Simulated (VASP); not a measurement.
# CdTe (F-43m) in VASP: single point with r2SCAN

Aim: the single point of CdTe with r2SCAN.

Everything below comes from runs of VASP 6.6.1. Logs are shortened: lines on timing, memory, paths and dates and some standing lists are left out, and cuts for length are marked.

**Measured values to compare with.**

A printed reference work, data compilation reports, for a bulk crystal of CdTe at 0 K: band gap 1.607 eV.

The results are compared with them further down.

### 1 The cell of the first run

It takes space group F-43m (No. 216, cubic). Conventional cell: a = 6.471 Å, b = 6.471 Å, c = 6.471 Å, α = 90.00°, β = 90.00°, γ = 90.00°. Cd (site symmetry -43m) has 4 Te at 2.80 Å within 3.7 Å. Within 3.7 Å of Te (site symmetry -43m) lie 4 Cd at 2.80 Å.

### 2 Single point, r2SCAN

POSCAR reads:

```
CdTe
1.0
    0.0000000000      3.2354550000      3.2354550000
    3.2354550000      0.0000000000      3.2354550000
    3.2354550000      3.2354550000      0.0000000000
Cd Te
1 1
Direct
    0.0000000000      0.0000000000      0.0000000000
    0.2500000000      0.2500000000      0.2500000000
```

INCAR.step1 reads:

```
SYSTEM = CdTe
PREC = Accurate
ENCUT = 520
ISMEAR = 0
SIGMA = 0.1085
LREAL = .False.
LASPH = .True.
NELM = 80
NBANDS = 16
GGA = PE
ALGO = Normal
EDIFF = 1E-4
LWAVE = .True.
LCHARG = .False.
```

INCAR.step2 reads:

```
SYSTEM = CdTe
PREC = Accurate
ENCUT = 520
EDIFF = 1E-6
ISMEAR = 0
SIGMA = 0.1085
LREAL = .False.
LASPH = .True.
NELM = 80
ALGO = Normal
ISIF = 2
LWAVE = .False.
LCHARG = .True.
METAGGA = R2SCAN
LMIXTAU = .True.
LELF = .True.
LVHAR = .True.
NBANDS = 16
ISTART = 1
```

KPOINTS reads:

```
regular mesh
0
Gamma
  7 7 7
  0 0 0
```

Potentials or basis: VASP PAW PBE potentials, release 64 (Cd, Te).

Launch:

```sh
cat potpaw_PBE.64/Cd/POTCAR potpaw_PBE.64/Te/POTCAR > POTCAR
cp INCAR.step1 INCAR
mpirun -np 1 vasp_std > vasp.out
cp INCAR.step2 INCAR
mpirun -np 1 vasp_std > vasp.out
```

OUTCAR:

```text
SYSTEM = CdTe
   PREC = Accurate
   ENCUT = 520
   EDIFF = 1E-6
   ISMEAR = 0
   LREAL = .False.
   LASPH = .True.
   NELM = 80
   ISIF = 2
   METAGGA = R2SCAN
   ISTART = 1

 ion  position               nearest neighbor table
   1  0.000  0.000  0.000-   2 2.80   2 2.80   2 2.80   2 2.80
   2  0.250  0.250  0.250-   1 2.80   1 2.80   1 2.80   1 2.80

  LATTYP: Found a face centered cubic cell.
 ALAT       =     6.4709100000

  Lattice vectors:

 A1 = (   0.0000000000,   3.2354550000,   3.2354550000)
 A2 = (   3.2354550000,   0.0000000000,   3.2354550000)
 A3 = (   3.2354550000,   3.2354550000,   0.0000000000)

Analysis of symmetry for initial positions (statically):
=====================================================================
 Subroutine PRICEL returns:
 Original cell was already a primitive cell.

 Routine SETGRP: Setting up the symmetry group for a
 face centered cubic supercell.

 Subroutine GETGRP returns: Found 24 space group operations
 (whereof 24 operations were pure point group operations)
 out of a pool of 48 trial point group operations.

The static configuration has the point symmetry T_d .

Analysis of symmetry for dynamics (positions and initial velocities):
=====================================================================
 Subroutine PRICEL returns:
 Original cell was already a primitive cell.

 Routine SETGRP: Setting up the symmetry group for a
 face centered cubic supercell.

 Subroutine GETGRP returns: Found 24 space group operations
 (whereof 24 operations were pure point group operations)
 out of a pool of 48 trial point group operations.

The dynamic configuration has the point symmetry T_d .

 Subroutine INISYM returns: Found 24 space group operations
 (whereof 24 operations are pure point group operations),
 and found     1 'primitive' translations

----------------------------------------------------------------------------------------

                                     Primitive cell

  volume of cell :      67.7386

  direct lattice vectors                    reciprocal lattice vectors
     0.000000000  3.235455000  3.235455000    -0.154537770  0.154537770  0.154537770
     3.235455000  0.000000000  3.235455000     0.154537770 -0.154537770  0.154537770
     3.235455000  3.235455000  0.000000000     0.154537770  0.154537770 -0.154537770

  length of vectors
     4.575624341  4.575624341  4.575624341     0.267667269  0.267667269  0.267667269

  position of ions in fractional coordinates (direct lattice)
     0.000000000  0.000000000  0.000000000
     0.250000000  0.250000000  0.250000000

  ion indices of the primitive-cell ions
   primitive index   ion index
                 1           1
                 2           2

----------------------------------------------------------------------------------------

 KPOINTS: regular mesh

Automatic generation of k-mesh.
 Grid dimensions read from file:
 generate k-points for:    7    7    7

 Generating k-lattice:

  Cartesian coordinates                     Fractional coordinates (reciprocal lattice)
    -0.022076824  0.022076824  0.022076824     0.142857143  0.000000000  0.000000000
     0.022076824 -0.022076824  0.022076824     0.000000000  0.142857143  0.000000000
     0.022076824  0.022076824 -0.022076824     0.000000000  0.000000000  0.142857143

  Length of vectors
     0.038238181  0.038238181  0.038238181

  Shift w.r.t. Gamma in fractional coordinates (k-lattice)
     0.000000000  0.000000000  0.000000000

 Subroutine IBZKPT returns following result:
 ===========================================

 Found     20 irreducible k-points:

 Following reciprocal coordinates:
            Coordinates               Weight
  0.000000  0.000000  0.000000      1.000000
  0.142857  0.000000  0.000000      8.000000
  0.285714  0.000000  0.000000      8.000000
  0.428571  0.000000  0.000000      8.000000
  0.142857  0.142857  0.000000      6.000000
  0.285714  0.142857  0.000000     24.000000
[... 12 lines left out ...]
 -0.428571  0.428571  0.142857     24.000000
 -0.285714  0.428571  0.142857     24.000000
   k-points           NKPTS =     20   k-points in BZ     NKDIM =     20   number of bands    NBANDS=     16
   number of dos      NEDOS =    301   number of ions     NIONS =      2
   total plane-waves  NPLWV =  46656
   dimension x,y,z NGX =    36 NGY =   36 NGZ =   36
   dimension x,y,z NGXF=    72 NGYF=   72 NGZF=   72
   ions per type =               1   1
   NGX,Y,Z   is equivalent  to a cutoff of  13.08, 13.08, 13.08 a.u.
   NGXF,Y,Z  is equivalent  to a cutoff of  26.16, 26.16, 26.16 a.u.
 SYSTEM =  CdTe
   PREC   = accura    normal or accurate (medium, high low for compatibility)
   ISTART =      1    job   : 0-new  1-cont  2-samecut
   ICHARG =      0    charge: 1-file 2-atom 10-const
   ISPIN  =      1    spin polarized calculation?
   LNONCOLLINEAR =      F non collinear calculations
   LSORBIT =      F    spin-orbit coupling
   LASPH  =      T    aspherical Exc in radial PAW
   ENCUT  =  520.0 eV  38.22 Ry    6.18 a.u.   8.51  8.51  8.51*2*pi/ulx,y,z
   NELM   =     80;   NELMIN=  2; NELMDL=  0     # of ELM steps
   EDIFF  = 0.1E-05   stopping-criterion for ELM
   LREAL  =      F    real-space projection
   EDIFFG = 0.1E-04   stopping-criterion for IOM
   NSW    =      0    number of steps for IOM
   IBRION =     -1    ionic relax: 0-MD 1-quasi-New 2-CG
   NFREE  =      0    steps in history (QN), initial steepest desc. (CG)
   ISIF   =      2    stress and relaxation
   ISYM   =      2    0-nonsym 1-usesym 2-fastsym
   POTIM  = 0.5000    time-step for ionic-motion
   TEBEG  =    0.0;   TEEND  =   0.0 temperature during run
   PSTRESS=    0.0 pullay stress
   NELECT =      18.0000    total number of electrons
   NUPDOWN=      -1.0000    fix difference up-down
   EMIN   =  10.00;   EMAX   =-10.00  energy-range for DOS
   EFERMI =   0.00;   METHOD = LEGACY
   ISMEAR =     0;   SIGMA  =   0.11  broadening in eV -4-tet -1-fermi 0-gaus
   EFERMI_NEDOS =   21; number of points for ismear=-14 and -15
   IALGO  =     38    algorithm
   IMIX   =      4    mixing-type and parameters
     AMIX     =   0.40;   BMIX     =  1.00
     AMIX_MAG =   1.60;   BMIX_MAG =  1.00
  volume/ion in A,a.u.               =      33.87       228.56
  Fermi-wavevector in a.u.,A,eV,Ry     =   1.052496  1.988928 15.071814  1.107747
  Thomas-Fermi vector in A             =   2.187581
   LORBIT       =      0    0 simple, 1 ext, 2 COOP (PROOUT), +10 PAW based schemes
   METAGGA = R2SCAN    functional components
   LHFCALC =     F    Hartree Fock is set to
   AEXX    =    0.0000 exact exchange contribution
   IVDW    =     0    specifies the selected vdW correction
   LEPSILON=     F    determine dielectric tensor
   LRPA    =     F    only Hartree local field effects (RPA)
 non-spin polarized calculation
 Gauss-broadening in eV      SIGMA  =   0.11
  energy-cutoff  :      520.00
  volume of cell :       67.74
 maximum number of plane-waves:      1841
 NGX is ok and might be reduce to    36
   NGX = 17   NGY = 17   NGZ = 17

 number of electron      17.9999995 magnetization

 Free energy of the ion-electron system (eV)
  ---------------------------------------------------
  ext. energy  EPLUGINS =         0.00000000
  ---------------------------------------------------
  free energy    TOTEN  =       -46.62754794 eV

  energy without entropy =      -46.62754794  energy(sigma->0) =      -46.62754794

 E-fermi :   2.6546     XC(G=0):  -9.1260

 val. band max:        2.1446717629   @ k =   0.0000   0.0000   0.0000
 cond. band min:       3.4333841384   @ k =   0.0000   0.0000   0.0000
 fundamental gap:      1.2887123755
 Fermi energy:         2.6546292507

 k-point     1 :       0.0000    0.0000    0.0000
  band No.  band energies     occupation
      1      -9.4121      2.00000
      2      -6.4330      2.00000
      3      -6.4330      2.00000
      4      -6.4330      2.00000
      5      -6.1441      2.00000
      6      -6.1441      2.00000
[... 8 lines left out ...]
     15      11.9827      0.00000
     16      11.9827      0.00000

 k-point     2 :       0.1429    0.0000    0.0000
  band No.  band energies     occupation
      1      -9.3335      2.00000
      2      -6.4177      2.00000
      3      -6.4177      2.00000
      4      -6.3670      2.00000
      5      -6.1451      2.00000
      6      -6.1451      2.00000
[... 8 lines left out ...]
     15      11.1618      0.00000
     16      11.1618      0.00000

 k-point     3 :       0.2857    0.0000    0.0000
  band No.  band energies     occupation
      1      -9.1568      2.00000
      2      -6.3866      2.00000
      3      -6.3865      2.00000
      4      -6.1446      2.00000
      5      -6.1432      2.00000
      6      -6.1432      2.00000
[... 8 lines left out ...]
     15      11.1969      0.00000
     16      11.1969      0.00000

 k-point     4 :       0.4286    0.0000    0.0000
  band No.  band energies     occupation
      1      -9.0180      2.00000
      2      -6.3661      2.00000
      3      -6.3661      2.00000
      4      -6.1363      2.00000
      5      -6.1363      2.00000
      6      -5.8305      2.00000
[... 8 lines left out ...]
     15      12.5046      0.00000
     16      12.5046      0.00000
[... 248 lines left out ...]
 k-point    18 :      -0.4286    0.2857    0.1429
  band No.  band energies     occupation
      1      -8.9365      2.00000
      2      -6.3292      2.00000
      3      -6.3179      2.00000
      4      -6.1705      2.00000
      5      -6.1363      2.00000
      6      -5.6881      2.00000
[... 8 lines left out ...]
     15      12.7170      0.00000
     16      13.5888      0.00000

 k-point    19 :      -0.4286    0.4286    0.1429
  band No.  band energies     occupation
      1      -8.8940      2.00000
      2      -6.2925      2.00000
      3      -6.2909      2.00000
      4      -6.2041      2.00000
      5      -6.1253      2.00000
      6      -5.6221      2.00000
[... 8 lines left out ...]
     15      13.5070      0.00000
     16      14.3362      0.00000

 k-point    20 :      -0.2857    0.4286    0.1429
  band No.  band energies     occupation
      1      -8.8842      2.00000
      2      -6.3062      2.00000
      3      -6.2925      2.00000
      4      -6.1778      2.00000
      5      -6.1401      2.00000
      6      -5.5521      2.00000
[... 8 lines left out ...]
     15      12.8908      0.00000
     16      14.8150      0.00000

------------------------ aborting loop because EDIFF is reached ----------------------------------------

  FORCE on cell =-STRESS in cart. coord.  units (eV):
  Direction    XX          YY          ZZ          XY          YZ          ZX
  --------------------------------------------------------------------------------------
  -------------------------------------------------------------------------------------
  Total        0.8041390      0.8041390      0.8041390     -0.0000000      0.0000000      0.0000000
  in kB       19.0197860     19.0197860     19.0197860     -0.0000000      0.0000000      0.0000000
  external PRESSURE =      19.0197860 kB  Pullay stress =       0.0000000 kB

 VOLUME and BASIS-vectors are now :
 -----------------------------------------------------------------------------
  energy-cutoff  :      520.00
  volume of cell :       67.74
      direct lattice vectors                 reciprocal lattice vectors
     0.000000000  3.235455000  3.235455000    -0.154537770  0.154537770  0.154537770
     3.235455000  0.000000000  3.235455000     0.154537770 -0.154537770  0.154537770
     3.235455000  3.235455000  0.000000000     0.154537770  0.154537770 -0.154537770

 POSITION                                       TOTAL-FORCE (eV/Angst)
 -----------------------------------------------------------------------------------
      0.00000      0.00000      0.00000        -0.000000     -0.000000     -0.000000
      1.61773      1.61773      1.61773         0.000000      0.000000      0.000000
 -----------------------------------------------------------------------------------
    total drift:                               -0.000001     -0.000001     -0.000001

  FREE ENERGIE OF THE ION-ELECTRON SYSTEM (eV)
  ---------------------------------------------------
  free  energy   TOTEN  =       -46.6275479400 eV

  energy  without entropy=      -46.6275479400  energy(sigma->0) =      -46.62754794
```

Run time: 99 s. Hardware: 1 thread of Intel Xeon Platinum 8259CL at 2.50GHz (Skylake/Cascade Lake), shared host; peak memory 0.22 GiB.

Results:

| Property | Result |
| --- | --- |
| Free energy | -46.6275 eV |
| Pressure | 1.9 GPa |
| Band gap on the k mesh | 1.29 eV, direct |

Caveat: the PAW data sets were made with another functional, which shifts forces and pressure a little; spin-orbit coupling is left out, which moves the levels of the heavy elements.

### 3 Against experiment

Step 2. Measured gap of CdTe: 1.607 eV (0 K; a printed reference work, data compilation). This calculation gives 1.29 eV (-0.32 eV). Spin-orbit coupling on Cd, Te is left out. The value is that of r2SCAN, without temperature or zero-point motion.
